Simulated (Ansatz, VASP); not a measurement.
## One calculation of Mo, two programs

INCAR

```
ALGO = Normal
EDIFF = 1E-6
ENCUT = 520
GGA = PS
ISIF = 2
ISMEAR = 1
LASPH = True
LCHARG = True
LELF = True
LREAL = False
LVHAR = True
LWAVE = False
NBANDS = 13
NELM = 100
PREC = Accurate
SIGMA = 0.1
```

Contents of KPOINTS:

```
k-points
0
Gamma
  11 11 10
```

POSCAR

```
Mo
1.0
    2.7355100000      0.0000000000      0.0000000000
   -1.3677550000      2.3690210000      0.0000000000
    0.0000000000      0.0000000000      2.5551810000
Mo
1
Direct
    0.0000000000      0.0000000000      0.5000000000
```

Input for Ansatz:

```yaml
crystal:
  lattice:
    - [2.73551, 0.0, 0.0]
    - [-1.367755, 2.369021, 0.0]
    - [0.0, 0.0, 2.555181]
  atoms:
    - { symbol: Mo, position: [0.0, 0.0, 0.5] }
kpoints:
  mp_grid:
    grid: [11, 11, 10]
hamiltonian:
  xc: pbesol
scf:
  occupations:
    method: methfessel_paxton
    width: 0.1
output:
  stress: true
```

This isn't the form of Mo at room conditions, which is bcc.

Alike in both runs: task single point; functional PBEsol; k mesh 11 × 11 × 10; occupations methfessel-paxton of order 1, width 0.1 eV; no spin polarisation.

|  | VASP | Ansatz |
| --- | --- | --- |
| version | VASP 6.6.1 | Ansatz 0.2.0 |
| potentials or method | VASP PAW PBE potentials, release 64 (Mo_sv) | plane waves, PAW |
| plane-wave cutoff (eV) | 520 | 420 |
| valence electrons in the cell | 14 | 14 |

VASP gave:

* pressure (GPa): -3.8
* largest component of the traceless stress (GPa): 8.94

Problem. Which values does Ansatz return?

Solution. Pressure (GPa): -4.3; largest component of the traceless stress (GPa): 9.04.

With one functional, cell and mesh, what is left measures potentials, basis and numerics.

Caveats: the PAW data sets were made with another functional, which shifts forces and pressure a little (VASP).
